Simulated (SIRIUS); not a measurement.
Runs of SIRIUS 7.12.0 on PtS2. The structure is trigonal, space group P-3m1 (No. 164). Conventional cell: a = 3.543 Å, b = 3.543 Å, c = 5.039 Å, α = 90.00°, β = 90.00°, γ = 120.00°. Pt (site symmetry -3m) is surrounded by 6 S at 2.34 Å. S (site symmetry 3m) is surrounded by 3 Pt at 2.34 Å. 

| task | level | potentials or basis | k mesh | cutoff (eV) | energy tol | density tol | mixer | mixing beta | max scf | mesh quality | gap on the mesh (eV) | pressure (GPa) | largest force (eV/Å) |
| --- | --- | --- | --- | --- | --- | --- | --- | --- | --- | --- | --- | --- | --- |
| single point | PBE | GBRV 1.5 PBE (ultrasoft) | 8 × 8 × 4 | 557 | 1e-08 Ha | 1e-06 | anderson | 0.7 | 100 | not flagged | 0.90 | 11.1 | 1.25 |
| band structure | PBEsol | PseudoDojo 0.4.1 PBE standard (scalar relativistic) | 4 × 4 × 2 | 1152 | 1e-08 Ha | 1e-06 | anderson | 0.7 | 100 | coarse | 1.11 | 6.4 | (a) |
| single point | PBE | PseudoDojo 0.5 PBE stringent (scalar relativistic) | 8 × 8 × 4 | 1152 | 1e-08 Ha | 1e-06 | anderson | 0.7 | 100 | not flagged | 0.90 | 11.4 | 1.24 |
| band structure | LDA | PseudoDojo 0.4.1 PBE standard (scalar relativistic) | 4 × 4 × 2 | 1152 | 1e-08 Ha | 1e-06 | anderson | 0.7 | 100 | coarse | 1.07 | 4.4 | (c) |
| single point | PBE | SSSP 1.3.0 PBE efficiency | 8 × 8 × 4 | 828 | 1e-08 Ha | 1e-06 | anderson | 0.7 | 100 | not flagged | 0.90 | 11.3 | 1.24 |
| single point | PBE | SG15 1.2 PBE (norm-conserving) | 8 × 8 × 4 | 1152 | 1e-08 Ha | 1e-06 | anderson | 0.7 | 100 | not flagged | (b) | 11.9 | 1.28 |
| single point | PBE | PseudoDojo 0.4.1 PBE standard (scalar relativistic) | 8 × 8 × 4 | 1152 | 1e-08 Ha | 1e-06 | anderson | 0.7 | 100 | not flagged | 0.90 | 11.4 | 1.24 |

Alike in all rows: no spin polarisation; cell as given; smearing fermi-dirac 0.05 eV.

**Question.** Fill in the values left out.

**Answer.** (a) 1.07; (b) 0.92; (c) 1.01.

Caveats: some runs use coarse meshes; spin-orbit coupling is left out, which moves the levels of the heavy elements; forces of over 1 eV/Å show positions far from the minimum, so gaps and moduli don't describe the material at rest (some runs); the potentials were made for another functional, which shifts forces and pressure (some runs); the mesh misses the band edges, which the band path finds closer together (some runs).

A k mesh can miss the band edges, and the runs leave out spin-orbit coupling on Pt.

Not every run made on this cell is shown here.
